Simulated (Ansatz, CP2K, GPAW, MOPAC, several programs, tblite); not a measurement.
# What cheap methods get right for HfO2

Aim: run HfO2 through methods of unlike cost and see what each gets, and at what price.

Method: no spin polarisation, static lattice; gaps from single points on the cell relaxed beforehand with r²SCAN, in MOPAC, tblite, CP2K, Ansatz (versions at each run).

4 further runs of the same task are left out: 1 that didn't finish, 3 set aside as unsound or not needed.

### Step 1. The system as given

The structure is monoclinic, space group P2_1/c (No. 14). Conventional cell: a = 5.114 Å, b = 5.181 Å, c = 5.295 Å, α = 90.00°, β = 99.45°, γ = 90.00°. Hf (site symmetry 1) has 7 O at 2.04 to 2.25 Å as nearest neighbours. O (site symmetry 1) is surrounded by 4 Hf at 2.14 to 2.25 Å. O (site symmetry 1) is surrounded by 3 Hf at 2.04 to 2.14 Å.

Structure file:

```xyz
12
Lattice="5.1138 0.0000 -0.0057 0.0000 5.1815 0.0000 -0.8637 0.0000 5.2240" Properties=species:S:1:pos:R:3 pbc="T T T"
Hf    1.2325    0.2167    1.0860
Hf    3.4494    2.8075    1.5203
Hf    3.0175    4.9648    4.1323
Hf    0.8007    2.3740    3.6980
O     1.8773    3.9259    2.4972
O     2.8046    1.3352    0.1091
O     2.3728    1.2555    2.7211
O     1.4454    3.8463    5.1092
O     0.0618    1.7301    1.7962
O     4.6201    4.3209    0.8101
O     4.1883    3.4513    3.4221
O    -0.3701    0.8606    4.4082
```

**Question.** The methods are PM6, PM7, GFN1-xTB (tblite), GFN2-xTB (tblite), PBE/DZVP, PBE/SZV, coarse PBE, PBE, r2SCAN. What gap does r2SCAN give on this cell, and which other methods (full PBE left aside) come nearest to r2SCAN and farthest in gap, volume and bulk modulus?

```
                                               quantity                                   value
                                                 r2SCAN  gap 4.60 eV, 11.53 Å³/atom, B₀ 255 GPa
         gap: nearest and farthest of the other methods          PM6 (+0.26 eV), PM7 (+5.19 eV)
      volume: nearest and farthest of the other methods          PBE/SZV (-0.1 %), PM7 (-8.5 %)
bulk modulus: nearest and farthest of the other methods            PBE/SZV (-1 %), PM7 (+145 %)
```

For the gap, of the 7 methods compared (full PBE left aside), PM6 comes nearest to r2SCAN and PM7 is farthest. For the volume, of the 4 methods compared (full PBE left aside), PBE/SZV comes nearest to r2SCAN and PM7 is farthest. For the bulk modulus, of the 4 methods compared (full PBE left aside), PBE/SZV comes nearest to r2SCAN and PM7 is farthest. A minimal basis or a coarse cutoff and mesh shifts results by its own error, so closeness to r2SCAN can be chance. Cluster runs see only the k-points that fold onto the zone centre, so their gaps can miss the band edges. No volume is given for PM6, GFN2-xTB (tblite), coarse PBE, which can hide a larger miss. CPU times run from 6 s (GFN1-xTB (tblite)) to 2.9 min (r2SCAN). r2SCAN is a yardstick, not the truth: it usually gives gaps below the measured ones. Spin-orbit coupling is left out throughout. Measured gap of HfO2: 5.54 eV (indirect; quoted in “Temperature dependence of self-trapped exciton luminescence in nanostructured hafnia powder”, 2021, arxiv:2112.02602). This calculation gives 4.60 eV (-0.94 eV). That value is r2SCAN's. Of all methods here PM6 lies nearest to the measured gap (4.86 eV), which may be luck in a method this rough.
